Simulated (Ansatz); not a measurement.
**TiAl: a stacking-fault curve**

This session takes TiAl and sets out to slide the crystal rigidly across a (0 0 1) plane.

Method: DFT r2SCAN, scalar-relativistic, plane waves, PAW, in Ansatz 0.2.0.

2 further runs of the same task are left out: 2 set aside as unsound or not needed. Runs told in other sessions of the task aren't counted.

## (1) The system as given

It takes space group P-6m2 (No. 187, hexagonal). Conventional cell: a = 2.869 Å, b = 2.869 Å, c = 4.634 Å, α = 90.00°, β = 90.00°, γ = 120.00°. Ti (site symmetry -6m2) has 6 Al at 2.85 Å and 6 Ti at 2.87 Å in its first shell of neighbours. Around Al (site symmetry -6m2) lie 6 Ti at 2.85 Å and 6 Al at 2.87 Å.

As a file:

```xyz
6
Lattice="-2.8686 0.0000 0.0000 -1.4343 -2.4843 0.0000 0.0000 0.0000 13.9016" Properties=species:S:1:pos:R:3 pbc="T T T"
Ti   -1.4343   -2.4843    4.6339
Ti   -1.4343   -2.4843    9.2677
Ti   -1.4343   -2.4843    0.0000
Al   -1.4343   -0.8281    2.3169
Al   -1.4343   -0.8281    6.9508
Al   -1.4343   -0.8281   11.5847
```

It goes back to an entry of the Materials Project, which need not be the stable form.

It is built from the cell relaxed beforehand with the same method (16.51 Å³/atom).

## (2) The reference: the undisturbed cell on the scan's mesh

input.yaml

```yaml
crystal:
  lattice:
    - [-2.8685970537, 0.0, 0.0]
    - [-1.4342985269, -2.4842779217, 0.0]
    - [0.0, 0.0, 13.9016027058]
  atoms:
    - { symbol: Ti, position: [0.0, 1.0, 0.3333333333] }
    - { symbol: Ti, position: [0.0, 1.0, 0.6666666667] }
    - { symbol: Ti, position: [0.0, 1.0, 0.0] }
    - { symbol: Al, position: [0.3333333333, 0.3333333333, 0.1666666667] }
    - { symbol: Al, position: [0.3333333333, 0.3333333333, 0.5] }
    - { symbol: Al, position: [0.3333333333, 0.3333333333, 0.8333333333] }
basis:
  ecutwfc: 500
kpoints:
  mp_grid: { grid: [23, 23, 5] }
hamiltonian:
  xc: r2scan
scf:
  occupations: { method: gaussian, width: 0.15 }
output:
  forces: true
  stress: true
  eigenvalues: true
  write_density: true
  write_potential: true
  elf: true
  volumetric_format: npy
```

Command:

```console
$ ansatz run input.yaml --threads 2 --pin off --max-ram 5120MiB --backend cpu --events-out ev --progress --plain --runs-dir out
```

What it wrote:

```text
Warning: RAYON_NUM_THREADS=2 ignored (pool sized by the plan → 2); use --threads N
Engine: ansatz 0.2.0, x86_64-unknown-linux-gnu
Pseudopotentials: kind: paw
Pseudopotential: Ti, paw, valence charge 12, recommended cutoff 500 eV (meta_gga), Ti.paw.azcp
Pseudopotential: Al, paw, valence charge 3, recommended cutoff 500 eV (meta_gga), Al.paw.azcp
Functional definition: r2SCAN
  parameter k0 = 0.174
  parameter k1 = 0.065
  parameter a1 = 4.9479
  exchange = r2scan_x(k0 = k0, k1 = k1, a1 = a1)
  correlation = r2scan_c
Crystal: 6 atoms, lattice volume = 99.068 Å³
Basis set: ecut = 500 eV, 2475 PW (Γ), exchange–correlation on 96×96×432 points (64 copies of the dense FFT grid, shifted against one another)
Bands: 29, of which v1, the nominal top of the filled ones, is band 23 counted from 1 (22 counted from 0)
Symmetry: 36 space group operations
Space group: P-6m2 (ITA 187), of the structure as read, at distance tolerance 4.6e-5 Å
k-points: 168 of 2645 (time reversal used)
Non-local potential: Ti, projectors of the file, l = 0: 3, l = 1: 2, l = 2: 3, l = 3: 1
Non-local potential: Al, projectors of the file, l = 0: 2, l = 1: 2, l = 2: 1
PAW form: soft (Blöchl's): semilocal exchange-correlation on the pseudo side does not see the compensation charge
PAW frozen core: Ti, regenerated for the run's functional (the file was generated under x = pbe(κ = 0.804, μ = 0.2195149727645171), c = pbe(β = 0.06672455060314922))
PAW frozen core: Al, regenerated for the run's functional (the file was generated under x = pbe(κ = 0.804, μ = 0.2195149727645171), c = pbe(β = 0.06672455060314922))
PAW one-centre angular grid: Ti, 590 points (default); XC on 160 Gauss nodes
PAW one-centre angular grid: Al, 302 points (default); XC on 160 Gauss nodes
Initial density: superposition of atomic densities (neutral atoms: chi_scale 0, normalization atom), corrected by the library's trained network
Initial wavefunctions: pseudopotential atomic-orbital guess
Functional: x = r2scan, c = r2scan; τ floored in thin density (d = 2e-4 eV/Å³)
SCF iter   1: F=—  HF=-9135.995089 eV  |F-HF|=—  |Δ(HF+E_count)|=         —  Δρ=1.77e-2  dr2=4.43e-1  dr2_τ=4.26e-2  ethr=1.77e-3  ⟨swp⟩=5.4  Hψ=21647  notcnv=0
preconditioner: auto → Kerker (q_TF=auto, 2.392 Å⁻¹)  [metal: Δε(μ)=0.006 eV  Ē_g=4.319 eV  σ=0.150 eV  W_gap=0.02  n_scr=10 (ndim 8)  ℏωp=17.1 eV  f_vac=0.000  D(μ)=6.76/eV (n_scr^D=80)]
SCF iter   2: F=—  HF=-9136.020582 eV  |F-HF|=—  |Δ(HF+E_count)|=   2.55e-2  Δρ=3.84e-3  dr2=1.01e-2  dr2_τ=5.32e-3  ethr=9.85e-4  ⟨swp⟩=3.6  Hψ=10954  notcnv=0  defer=168
SCF iter   3: F=—  HF=-9136.022594 eV  |F-HF|=—  |Δ(HF+E_count)|=   2.01e-3  Δρ=2.33e-3  dr2=3.78e-3  dr2_τ=3.24e-4  ethr=2.24e-5  ⟨swp⟩=1.0  Hψ=4704  notcnv=0  defer=168
SCF iter   4: F=—  HF=-9136.024363 eV  |F-HF|=—  |Δ(HF+E_count)|=   1.77e-3  Δρ=3.84e-4  dr2=1.29e-4  dr2_τ=5.10e-6  ethr=8.40e-6  ⟨swp⟩=3.0  Hψ=8353  notcnv=0  defer=168
SCF iter   5: F=—  HF=-9136.024361 eV  |F-HF|=—  |Δ(HF+E_count)|=   2.50e-6  Δρ=8.40e-5  dr2=6.86e-6  dr2_τ=5.35e-7  ethr=2.88e-7  ⟨swp⟩=2.6  Hψ=6484  notcnv=0  defer=168
SCF iter   6: F=—  HF=-9136.024365 eV  |F-HF|=—  |Δ(HF+E_count)|=   4.23e-6  Δρ=1.24e-5  dr2=1.00e-7  dr2_τ=8.86e-9  ethr=2.22e-10  ⟨swp⟩=10.0  Hψ=32629  notcnv=0
SCF iter   7: F=-9136.024365 eV  HF=-9136.024365 eV  |F-HF|=1.30e-8  |Δ(HF+E_count)|=   6.02e-8  Δρ=3.71e-6  dr2=1.82e-8  dr2_τ=4.52e-10  ethr=2.22e-10  ⟨swp⟩=6.5  Hψ=23348  notcnv=0
SCF 1 converged in 7 iterations: F = -9136.024365 eV  dr2 = 1.82e-8
SCF converged after 7 iterations
Free energy (F): -9136.024365 eV
Harris-Foulkes:  -9136.024365 eV  (|F-HF|=1.30e-8)
Internal energy: -9135.944135 eV  (E = F + TS)
E sigma→0 (E₀):  -9135.984250 eV
Entropy (-TS):   -0.080230 eV (-13.372 meV/atom)
Fermi energy:    10.522227 eV
--- Per-component energies (eV) ---
  E_band       = -547.229796
  E_kinetic    = 887.814918
  E_local      = -3430.898659  (includes V_loc(G=0)·N_el)
  E_nonlocal   = 51.413359
  E_hartree    = 1478.537020
  E_xc         = -389.701671
  E_vxc        = -492.787078  (∫ρ·V_xc dr)
  E_paw        = -4589.941056  (= ΣΔE_a)
  E_vpaw       = -550.816298  (= ΣTr[D̂ρ^β])
  E_aug_tail   = 0.000268  (compensation charges beyond the density's cutoff)
  E_vtau       = 30.978321  (kinetic-family band-sum trace: ∫τ·v_τ [+ j·A + Jᵃ·Aᵃ] dr)
  E_ewald      = -3142.227618
  E_core_change = -0.940696  (= ΣΔE_core)
  E_smearing   = -0.080230  (= −TS)
  E_closure    = -0.000000  (closes the sum)
  Σ components = -9136.024365   (vs F -9136.024365, Δ=0.00e0)
--- Forces (eV/Å), atoms counted from 1 ---
  atom   1  Ti    -0.00000000     0.00000000    -0.00000000
  atom   2  Ti    -0.00000000     0.00000000    -0.00000000
  atom   3  Ti     0.00000000     0.00000000    -0.00000000
  atom   4  Al     0.00000000     0.00000000    -0.00000000
  atom   5  Al     0.00000000     0.00000000    -0.00000000
  atom   6  Al     0.00000000     0.00000000    -0.00000000
  max |Σ_I F_I| component: 2.97e-17 eV/Å
--- Stress (GPa, compression-positive) ---
        0.083196       0.000000      -0.000000
        0.000000       0.083196       0.000000
       -0.000000       0.000000      -0.140928
  P = ⅓ Tr σ = 0.0085 GPa (0.085 kbar)
--- Band table (eV; the first three rows and the last of 168) ---
  k-point 0: bands = ["-48.3435", "-48.3434", "-48.3434", "-23.6118", "-23.6118", "-23.6077", "-23.1787", "-23.1787", "-23.1786", "-23.1786", "-23.1786", "-23.1786", "1.0440", "1.6960", "1.6960", "5.5155", "5.5155", "8.1232", "8.5162", "9.9795", "9.9795", "11.9550", "11.9550", "11.9657", "11.9657", "11.9657", "11.9657", "13.5134", "13.5134"]
  k-point 1: bands = ["-48.3435", "-48.3434", "-48.3434", "-23.6126", "-23.6107", "-23.6079", "-23.1787", "-23.1787", "-23.1786", "-23.1786", "-23.1786", "-23.1786", "1.0743", "1.4903", "1.8870", "5.1239", "6.0144", "7.7293", "8.8506", "9.8117", "10.0848", "11.9556", "11.9556", "11.9628", "11.9628", "11.9679", "11.9679", "13.5004", "13.5004"]
  k-point 2: bands = ["-48.3434", "-48.3434", "-48.3433", "-23.6131", "-23.6096", "-23.6086", "-23.1786", "-23.1786", "-23.1786", "-23.1786", "-23.1786", "-23.1786", "1.1635", "1.3059", "2.0084", "4.9008", "6.5744", "7.1589", "9.2493", "9.5712", "10.1354", "11.9573", "11.9573", "11.9599", "11.9599", "11.9691", "11.9691", "13.4934", "13.4934"]
  k-point 167: bands = ["-48.2319", "-48.2319", "-48.2318", "-23.6226", "-23.6225", "-23.6222", "-23.5667", "-23.5666", "-23.5664", "-23.4996", "-23.4981", "-23.4977", "8.1696", "8.2818", "8.3416", "8.4551", "8.4603", "8.7061", "9.0372", "9.0977", "9.7631", "9.8210", "9.9284", "9.9608", "10.4885", "10.5703", "10.6213", "11.9547", "12.8726"]
```

It took 17 s on 2 threads of AMD EPYC 9R45 (Zen 5), shared host; peak memory 0.93 GiB.

Density in a lattice plane of the grid's cell (edges 2.87 and 13.90 Å, at 0.000 of the third edge), which holds Ti.

Ten even steps from ' ' (0.17 e/Å³) to '@' (10.17 e/Å³):
```
::          
            
            
            
            
**::      ::
@@==      ==
            
            
            
            
            
@@==      ==
**::      ::
            
            
            
            
::          
@@++      ++
```
Columns run along the first of these edges and rows up along the second, over one cell in 6 and 20 even steps from the bottom left corner. Atoms in the plane (fractional): Ti at (1.00, 0.33), Ti at (1.00, 0.67), Ti at (1.00, 0.00).

ELF in the same plane.

Ten even steps from ' ' (0.00) to '@' (0.68):
```
@@==..**..==
==++%%@@%%++
@@@@%%++%%@@
@@@@%%##%%@@
::::**%%**::
@@%%..==..%%
::%%::==::%%
--..--##--..
##%%%%%%%%%%
@@@@##==##@@
##%%%%%%%%%%
--..--##--..
::%%::==::%%
@@%%..==..%%
::::**%%**::
@@@@%%##%%@@
@@@@%%++%%@@
==++%%@@%%++
@@==..**..==
  %%::--::%%
```
Columns run along the first of these edges and rows up along the second, over one cell in 6 and 20 even steps from the bottom left corner. Atoms in the plane (fractional): Ti at (1.00, 0.33), Ti at (1.00, 0.67), Ti at (1.00, 0.00).

Both are smooth fields of the valence electrons: close to the nuclei they are not physical.

The highest ELF values outside the cores: 0.85 beside Al, off the lines to its neighbours, 1.1 Å from Al; 0.57 between the atoms, 1.7 Å from Ti.

The cell is repeated 3 times, 6 atoms in all. The reference gives a free energy of -9136.0244 eV, pressure 0.01 GPa, largest force 0.000 eV/Å and gap on the mesh none (metal).

## (3) Next: a stacking-fault curve

The cut lies on the cell's a–b face, a (0 0 1) plane of area 7.13 Å², between layers 2.32 Å apart (Ti below, Al above); the cell is 13.9 Å thick. Vector c is tilted by f times 1·a + 0·b (length 2.869 Å) with the atoms' Cartesian places fixed: one unrelaxed fault per cell.

## (4) f = 0.200

input.yaml

```yaml
crystal:
  lattice:
    - [-2.8685970537, 0.0, 0.0]
    - [-1.4342985269, -2.4842779217, 0.0]
    - [-0.5737194107, 0.0, 13.9016027058]
  atoms:
    - { symbol: Ti, position: [-0.0499966667, 1.0, 0.2499833333] }
    - { symbol: Ti, position: [-0.1166633333, 1.0, 0.5833166667] }
    - { symbol: Ti, position: [-0.18333, 1.0, 0.91665] }
    - { symbol: Al, position: [0.31667, 0.3333333333, 0.0833166667] }
    - { symbol: Al, position: [0.2500033333, 0.3333333333, 0.41665] }
    - { symbol: Al, position: [0.1833366667, 0.3333333333, 0.7499833333] }
basis:
  ecutwfc: 500
kpoints:
  mp_grid: { grid: [23, 23, 5] }
hamiltonian:
  xc: r2scan
scf:
  occupations: { method: gaussian, width: 0.15 }
output:
  forces: true
  stress: true
  eigenvalues: true
```

Command:

```console
$ ansatz run input.yaml --threads 2 --pin off --max-ram 5120MiB --backend cpu --events-out ev --progress --plain --runs-dir out
```

What it wrote (excerpt; [...] marks lines left out):

```text
Warning: RAYON_NUM_THREADS=2 ignored (pool sized by the plan → 2); use --threads N
[...]
[... 4 set-up lines as earlier in the session ...]
[...]
Crystal: 6 atoms, lattice volume = 99.068 Å³
Basis set: ecut = 500 eV, 2487 PW (Γ), exchange–correlation on 96×96×432 points (64 copies of the dense FFT grid, shifted against one another)
Bands: 29, of which v1, the nominal top of the filled ones, is band 23 counted from 1 (22 counted from 0)
Symmetry: 1 space group operations
Space group: P1 (ITA 1), of the structure as read, at distance tolerance 4.6e-5 Å
k-points: 1323 of 2645 (time reversal used)
[...]
SCF iter   1: F=—  HF=-9135.799825 eV  |F-HF|=—  |Δ(HF+E_count)|=         —  Δρ=1.77e-2  dr2=5.74e-1  dr2_τ=4.35e-2  ethr=1.77e-3  ⟨swp⟩=5.4  Hψ=171951  notcnv=0
[...]
SCF iter  10: F=-9135.829227 eV  HF=-9135.829227 eV  |F-HF|=1.36e-8  |Δ(HF+E_count)|=   2.86e-9  Δρ=2.04e-6  dr2=1.45e-8  dr2_τ=3.24e-10  ethr=2.22e-10  ⟨swp⟩=7.6  Hψ=132838  notcnv=0
[...]
SCF converged after 10 iterations
Free energy (F): -9135.829227 eV
[...]
E sigma→0 (E₀):  -9135.789817 eV
Entropy (-TS):   -0.078820 eV (-13.137 meV/atom)
Fermi energy:    10.546292 eV
[...]
--- Forces (eV/Å), atoms counted from 1 ---
  atom   1  Ti     0.10529158     0.00075919     0.05493594
  atom   2  Ti     0.00207431     0.00171079    -0.00324662
  atom   3  Ti    -0.61050505     0.41064627    -0.42713858
  atom   4  Al     0.49264984    -0.41229334     0.36980608
  atom   5  Al    -0.00026149    -0.00065866    -0.01289954
  atom   6  Al     0.01075543    -0.00017284     0.01855147
[...]
--- Stress (GPa, compression-positive) ---
       -0.884997      -1.485746       2.544850
       -1.485746       0.693400      -1.563589
        2.544850      -1.563589       1.460703
  P = ⅓ Tr σ = 0.4230 GPa (4.230 kbar)
--- Band table (eV; the first three rows and the last of 1323) ---
[...]
```

Wall time 1.8 min (2 threads of AMD EPYC 9R45 (Zen 5), shared host); peak memory 3.6 GiB.

## (5) Point f = 0.400

input.yaml

```yaml
crystal:
  lattice:
    - [-2.8685970537, 0.0, 0.0]
    - [-1.4342985269, -2.4842779217, 0.0]
    - [-1.1474388215, 0.0, 13.9016027058]
  atoms:
    - { symbol: Ti, position: [-0.0999933333, 1.0, 0.2499833333] }
    - { symbol: Ti, position: [-0.2333266667, 1.0, 0.5833166667] }
    - { symbol: Ti, position: [-0.36666, 1.0, 0.91665] }
    - { symbol: Al, position: [0.3000066667, 0.3333333333, 0.0833166667] }
    - { symbol: Al, position: [0.1666733333, 0.3333333333, 0.41665] }
    - { symbol: Al, position: [0.03334, 0.3333333333, 0.7499833333] }
basis:
  ecutwfc: 500
kpoints:
  mp_grid: { grid: [23, 23, 5] }
hamiltonian:
  xc: r2scan
scf:
  occupations: { method: gaussian, width: 0.15 }
output:
  forces: true
  stress: true
  eigenvalues: true
```

Command:

```console
$ ansatz run input.yaml --threads 2 --pin off --max-ram 5120MiB --backend cpu --events-out ev --progress --plain --runs-dir out
```

What it wrote (excerpt; [...] marks lines left out):

```text
Warning: RAYON_NUM_THREADS=2 ignored (pool sized by the plan → 2); use --threads N
[...]
[... 4 set-up lines as earlier in the session ...]
[...]
Crystal: 6 atoms, lattice volume = 99.068 Å³
Basis set: ecut = 500 eV, 2485 PW (Γ), exchange–correlation on 96×96×432 points (64 copies of the dense FFT grid, shifted against one another)
Bands: 29, of which v1, the nominal top of the filled ones, is band 23 counted from 1 (22 counted from 0)
[... 2 set-up lines as earlier in the session ...]
k-points: 1323 of 2645 (time reversal used)
[...]
SCF iter   1: F=—  HF=-9135.476897 eV  |F-HF|=—  |Δ(HF+E_count)|=         —  Δρ=1.84e-2  dr2=1.58e0  dr2_τ=4.60e-2  ethr=1.77e-3  ⟨swp⟩=5.4  Hψ=171703  notcnv=0
[...]
SCF iter  10: F=-9135.492501 eV  HF=-9135.492501 eV  |F-HF|=2.09e-8  |Δ(HF+E_count)|=   1.05e-8  Δρ=2.05e-6  dr2=2.24e-8  dr2_τ=3.02e-10  ethr=2.22e-10  ⟨swp⟩=7.0  Hψ=143872  notcnv=0
[...]
SCF converged after 10 iterations
Free energy (F): -9135.492501 eV
[...]
E sigma→0 (E₀):  -9135.456634 eV
Entropy (-TS):   -0.071734 eV (-11.956 meV/atom)
Fermi energy:    10.596231 eV
[...]
--- Forces (eV/Å), atoms counted from 1 ---
  atom   1  Ti     0.07321215     0.01792635     0.12695685
  atom   2  Ti     0.00287864     0.00669131    -0.02023733
  atom   3  Ti    -0.43843184     1.06247396    -1.19463968
  atom   4  Al     0.34840623    -1.08805329     1.04206981
  atom   5  Al     0.00210093     0.00065656    -0.03243012
  atom   6  Al     0.01182149     0.00029344     0.07826181
[...]
--- Stress (GPa, compression-positive) ---
       -2.649480      -1.068373       1.747486
       -1.068373       1.794142      -3.936325
        1.747486      -3.936324       4.084591
  P = ⅓ Tr σ = 1.0764 GPa (10.764 kbar)
--- Band table (eV; the first three rows and the last of 1323) ---
[...]
```

Wall time 1.9 min (2 threads of AMD EPYC 9R45 (Zen 5), shared host); peak memory 3.6 GiB.

## (6) f = 0.100

input.yaml

```yaml
crystal:
  lattice:
    - [-2.8685970537, 0.0, 0.0]
    - [-1.4342985269, -2.4842779217, 0.0]
    - [-0.2868597054, 0.0, 13.9016027058]
  atoms:
    - { symbol: Ti, position: [-0.0249983333, 1.0, 0.2499833333] }
    - { symbol: Ti, position: [-0.0583316667, 1.0, 0.5833166667] }
    - { symbol: Ti, position: [-0.091665, 1.0, 0.91665] }
    - { symbol: Al, position: [0.3250016667, 0.3333333333, 0.0833166667] }
    - { symbol: Al, position: [0.2916683333, 0.3333333333, 0.41665] }
    - { symbol: Al, position: [0.258335, 0.3333333333, 0.7499833333] }
basis:
  ecutwfc: 500
kpoints:
  mp_grid: { grid: [23, 23, 5] }
hamiltonian:
  xc: r2scan
scf:
  occupations: { method: gaussian, width: 0.15 }
output:
  forces: true
  stress: true
  eigenvalues: true
```

Command:

```console
$ ansatz run input.yaml --threads 2 --pin off --max-ram 5120MiB --backend cpu --events-out ev --progress --plain --runs-dir out
```

What it wrote (excerpt; [...] marks lines left out):

```text
[...]
SCF converged after 9 iterations
Free energy (F): -9135.970866 eV
[...]
E sigma→0 (E₀):  -9135.930756 eV
Entropy (-TS):   -0.080220 eV (-13.370 meV/atom)
Fermi energy:    10.528107 eV
[...]
--- Forces (eV/Å), atoms counted from 1 ---
  atom   1  Ti     0.06610232     0.00057925     0.01616567
  atom   2  Ti     0.00040230     0.00016747    -0.00084700
  atom   3  Ti    -0.36729483     0.11237198    -0.11604772
  atom   4  Al     0.29564680    -0.11260482     0.09999205
  atom   5  Al    -0.00017469    -0.00023073    -0.00350539
  atom   6  Al     0.00533580    -0.00029403     0.00425424
[...]
--- Stress (GPa, compression-positive) ---
       -0.177513      -0.828872       1.578457
       -0.828872       0.243620      -0.421807
        1.578457      -0.421807       0.305315
  P = ⅓ Tr σ = 0.1238 GPa (1.238 kbar)
--- Band table (eV; the first three rows and the last of 1323) ---
[...]
```

Wall time 1.9 min (2 threads of AMD EPYC 9R45 (Zen 5), shared host); peak memory 3.6 GiB.

## (7) At f = 0.300

input.yaml

```yaml
crystal:
  lattice:
    - [-2.8685970537, 0.0, 0.0]
    - [-1.4342985269, -2.4842779217, 0.0]
    - [-0.8605791161, 0.0, 13.9016027058]
  atoms:
    - { symbol: Ti, position: [-0.074995, 1.0, 0.2499833333] }
    - { symbol: Ti, position: [-0.174995, 1.0, 0.5833166667] }
    - { symbol: Ti, position: [-0.274995, 1.0, 0.91665] }
    - { symbol: Al, position: [0.3083383333, 0.3333333333, 0.0833166667] }
    - { symbol: Al, position: [0.2083383333, 0.3333333333, 0.41665] }
    - { symbol: Al, position: [0.1083383333, 0.3333333333, 0.7499833333] }
basis:
  ecutwfc: 500
kpoints:
  mp_grid: { grid: [23, 23, 5] }
hamiltonian:
  xc: r2scan
scf:
  occupations: { method: gaussian, width: 0.15 }
output:
  forces: true
  stress: true
  eigenvalues: true
```

Command:

```console
$ ansatz run input.yaml --threads 2 --pin off --max-ram 5120MiB --backend cpu --events-out ev --progress --plain --runs-dir out
```

What it wrote (excerpt; [...] marks lines left out):

```text
Warning: RAYON_NUM_THREADS=2 ignored (pool sized by the plan → 2); use --threads N
[...]
[... 4 set-up lines as earlier in the session ...]
[...]
Crystal: 6 atoms, lattice volume = 99.068 Å³
Basis set: ecut = 500 eV, 2495 PW (Γ), exchange–correlation on 96×96×432 points (64 copies of the dense FFT grid, shifted against one another)
Bands: 29, of which v1, the nominal top of the filled ones, is band 23 counted from 1 (22 counted from 0)
[... 2 set-up lines as earlier in the session ...]
k-points: 1323 of 2645 (time reversal used)
[...]
SCF iter   1: F=—  HF=-9135.623203 eV  |F-HF|=—  |Δ(HF+E_count)|=         —  Δρ=1.80e-2  dr2=9.75e-1  dr2_τ=4.47e-2  ethr=1.77e-3  ⟨swp⟩=5.4  Hψ=171818  notcnv=0
[...]
SCF iter  10: F=-9135.648518 eV  HF=-9135.648518 eV  |F-HF|=4.79e-9  |Δ(HF+E_count)|=   7.71e-9  Δρ=1.17e-6  dr2=5.28e-9  dr2_τ=9.96e-11  ethr=2.22e-10  ⟨swp⟩=7.6  Hψ=136640  notcnv=0
[...]
SCF converged after 10 iterations
Free energy (F): -9135.648518 eV
[...]
E sigma→0 (E₀):  -9135.611164 eV
Entropy (-TS):   -0.074708 eV (-12.451 meV/atom)
Fermi energy:    10.572014 eV
[...]
--- Forces (eV/Å), atoms counted from 1 ---
  atom   1  Ti     0.10698827     0.00336905     0.09609138
  atom   2  Ti     0.00398881     0.00472825    -0.00928285
  atom   3  Ti    -0.64804542     0.77817778    -0.83463243
  atom   4  Al     0.52160541    -0.78678951     0.72650499
  atom   5  Al     0.00074902    -0.00039065    -0.02459285
  atom   6  Al     0.01470346     0.00089787     0.04590812
[...]
--- Stress (GPa, compression-positive) ---
       -1.795273      -1.639758       2.609754
       -1.639758       1.279898      -2.961364
        2.609754      -2.961364       2.891451
  P = ⅓ Tr σ = 0.7920 GPa (7.920 kbar)
--- Band table (eV; the first three rows and the last of 1323) ---
[...]
```

Wall time 1.9 min (2 threads of AMD EPYC 9R45 (Zen 5), shared host); peak memory 3.6 GiB.

## (8) All points together

The scan, with free energies counted from the undisturbed cell:

```csv
f,γ (mJ/m²),shear traction (GPa)
0.000,0,0.0
0.100,120,8.1
0.200,439,13.4
0.300,845,14.1
0.400,1196,9.5
```

Not run, since symmetry makes them alike: 0.600 repeats 0.400, 0.800 repeats 0.200. Energy, pressure and gap are the same there.

## (9) What came out

| quantity | value |
| --- | --- |
| highest fault energy sampled | 1196 mJ/m² at f = 0.400 |
| largest shear traction sampled | 14.1 GPa |

What this shows: Of the points run, the one at f = 0.400 is highest, 1196 mJ/m². The values are for rigid blocks: relaxation normal to the plane would bring them down.
